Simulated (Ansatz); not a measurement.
# Trial inputs on Li

The reference input for Ansatz (plane-wave DFT with PAW):

```yaml
crystal:
  lattice:
    - [1.5504989657, 0.8951809952, 7.5883]
    - [-1.5504989657, 0.8951809952, 7.5883]
    - [0.0, -1.7903619905, 7.5883]
  atoms:
    - { symbol: Li, position: [0.0, 0.0, 0.0] }
    - { symbol: Li, position: [0.222, 0.222, 0.222] }
    - { symbol: Li, position: [0.778, 0.778, 0.778] }
basis:
  ecutwfc: 420
kpoints:
  mp_grid: { grid: [6, 6, 6] }
hamiltonian:
  xc: pbe
scf:
  occupations: { method: gaussian, width: 0.1 }
output:
  forces: true
  stress: true
  eigenvalues: true
```

Command:

```bash
ansatz run input.yaml --threads 1 --pin off --max-ram 1331MiB --backend cpu --events-out ev --progress --plain --runs-dir out
```

The run converges in 6 SCF iterations on 32 irreducible k-points: pressure -0.45 GPa, largest force 0.006 eV/Å, no gap.

These settings were drawn at random to show what each does; none of the numbers is a converged property of the crystal. Each trial's input is given as a difference from the reference's; energies are extrapolated to zero smearing where there is one, and pressure is positive in compression. Charged cells sit in a uniform background, and their pressures hang on that convention.

Problem. Trial 1:

```diff
 scf:
+  max_iter: 40
```

What happens?

Solution. The run converges in 6 SCF iterations on 32 irreducible k-points: the reference's energy to 0.01 meV per atom, pressure -0.45 GPa, largest force 0.006 eV/Å, no gap.

Problem. Trial 2:

```diff
 basis:
+  ecutrho_ratio: 6
 scf:
-  occupations: { method: gaussian, width: 0.1 }
+  occupations: { method: fermi_dirac, width: "100 K" }
+  lower_state_search: "off"
```

What happens?

Solution. The run converges in 6 SCF iterations on 32 irreducible k-points: energy 0.02 meV per atom above the reference, pressure -0.44 GPa, largest force 0.004 eV/Å, no gap.

Problem. Trial 3:

```diff
 basis:
-  ecutwfc: 420
+  ecutwfc: "11 Ha"
 scf:
+  mixing:
+    algorithm: anderson
+    beta: 0.073
+    ndim: 12
+    preconditioner: kerker_dos
+  max_iter: 83
```

What does the program give?

Solution. The run converges in 7 SCF iterations on 32 irreducible k-points: energy 3.40 meV per atom above the reference, pressure -0.45 GPa, largest force 0.006 eV/Å, no gap. It warns that the cutoff lies under the recommended one, 420 eV for these potentials.

Problem. Trial 4 (one atom moved):

```diff
 crystal:
   atoms:
-    - { symbol: Li, position: [0.778, 0.778, 0.778] }
+    - { symbol: Li, position: [0.8424953671, 0.7135046329, 0.778] }
+total_charge: 2
 basis:
-  ecutwfc: 420
+  ecutwfc: 590
+  xc_grid: 3
 kpoints:
-  mp_grid: { grid: [6, 6, 6] }
+  mp_grid: { grid: [3, 3, 3] }
 scf:
-  occupations: { method: gaussian, width: 0.1 }
+  occupations: { method: tetrahedron }
+  lower_state_search: standard
+  max_iter: 30
+  convergence: { dr2_threshold: "1e-9 eV" }
```

What does the program give?

Solution. The run converges in 13 SCF iterations on 14 irreducible k-points: pressure 23.42 GPa (with the neutralising background of the charged cell), largest force 0.048 eV/Å, no gap. It warns that the printed bands weren't solved further after the SCF; that the SCF threshold is loose for the stress; that forces and stress under tetrahedra may miss the energy's slope.

Problem. Trial 5:

```diff
 kpoints:
-  mp_grid: { grid: [6, 6, 6] }
+  mp_grid: { kspacing: 0.59 }
 scf:
-  occupations: { method: gaussian, width: 0.1 }
+  occupations: { method: methfessel_paxton }
+  mixing: { ndim: 3, q_tf: 1.5 }
+  max_iter: 82
+accuracy: high
```

What happens?

Solution. The run converges in 8 SCF iterations on 13 irreducible k-points: energy 35.4 meV per atom above the reference, pressure -0.29 GPa, largest force 0.008 eV/Å, no gap.

Problem. Trial 6:

```diff
 basis:
-  ecutwfc: 420
+  ecutwfc: 150
 kpoints:
-  mp_grid: { grid: [6, 6, 6] }
+  mp_grid: { grid: [6, 6, 6], shift: [0.7, 0.55, 0.99] }
 hamiltonian:
-  xc: pbe
+  xc: revpbe
 scf:
-  occupations: { method: gaussian, width: 0.1 }
+  occupations: { method: gaussian, width: 0.011 }
```

What happens?

Solution. The run converges in 7 SCF iterations on 216 irreducible k-points: pressure 0.92 GPa (unreliable at so low a cutoff), largest force 0.021 eV/Å (unreliable too), no gap. It warns that the cutoff lies under the recommended one, 420 eV for these potentials; that the mesh lowers the symmetry. Forces of revPBE on these PAW sets can be off by 10 %.